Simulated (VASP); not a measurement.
Write the native input for VASP 6.6.1 that does the following.

* Task: relaxation of cell and atoms
* Functional: PW91
* Potentials or basis: VASP PAW PBE potentials, release 64 (Pb_d, S)
* Cutoff: 600 eV
* k mesh: 8 × 8 × 8
* Occupations: fermi-dirac, width 0.05 eV
* Spin: no spin polarisation
* Further INCAR settings: ALGO = Normal; EDIFF = 1e-06; IBRION = 2; EDIFFG = -0.02; NSW = 60; ISIF = 3

The structure of PbS (Galena) lies in POSCAR:

```
PbS
1.0
    0.0000000000      2.9657500000      2.9657500000
    2.9657500000      0.0000000000      2.9657500000
    2.9657500000      2.9657500000      0.0000000000
Pb S
1 1
Direct
    0.0000000000      0.0000000000      0.0000000000
    0.5000000000      0.5000000000      0.5000000000
```

One way to write it, as run:

INCAR

```
PREC = Accurate ; ENCUT = 600
EDIFF = 1E-6 ; ISMEAR = -1
SIGMA = 0.05 ; LREAL = F
LASPH = T ; NELM = 80
ALGO = Normal ; ISIF = 3
LWAVE = F ; LCHARG = F
GGA = 91 ; IBRION = 2
NSW = 60 ; EDIFFG = -0.02
```

KPOINTS

```
regular mesh
0
Gamma
  8 8 8
```

Potentials or basis: VASP PAW PBE potentials, release 64 (Pb_d, S).

The run is started by

```console
$ cat potpaw_PBE.64/Pb_d/POTCAR potpaw_PBE.64/S/POTCAR > POTCAR
$ mpirun -np 1 vasp_std > vasp.out
```

Results of the run:

* Relaxed volume: 27.07 Å³/atom
* Relaxed cell: a = 4.247 Å, b = 4.247 Å, c = 4.247 Å, α = 60.00°, β = 60.00°, γ = 60.00°
* Space group after relaxing (to 0.05 Å): Fm-3m (No. 225)
* Energy gained by relaxing: 6.5 meV/atom
* Ionic steps: 3
* Pressure after relaxing: 0.0 GPa
* Band gap on the k mesh: 0.47 eV, direct

Caveat: the PAW data sets were made with another functional, which shifts forces and pressure a little; spin-orbit coupling is left out, which as a rule narrows the gap of such compounds by several tenths of an eV.

Wall time 2.1 min on 1 thread of AMD EPYC 7R43 64-Core Processor (Zen 3), on a shared host, peak memory 0.18 GiB.
